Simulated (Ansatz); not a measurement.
BaSnO₃ (cubic perovskite, space group No. 221), a = b = c = 4.122 Å, α = β = γ = 90.00°.

Relaxed with PBEsol. 

HSE06 on this cell (Ansatz, a quantum-chemistry and plane-wave program, PAW) gives a gap of 2.61 eV. What does PBEsol give?

0.86 eV.

Cost on shared cores: the PBEsol run (SCF on a 7×7×7 mesh, then bands and DOS) very roughly 40 core-seconds, the HSE06 run (SCF on 4×4×4, then a few points) very roughly 2.2 core-minutes; the tasks are unlike.

Space group Pm-3m (cubic perovskite). Symmetry was held in the PBEsol relaxation. Scalar-relativistic: spin–orbit coupling is off unless named, which matters more the heavier the elements.

Potentials: the later of the program's two PAW sets.

Ansatz is a plane-wave DFT program.
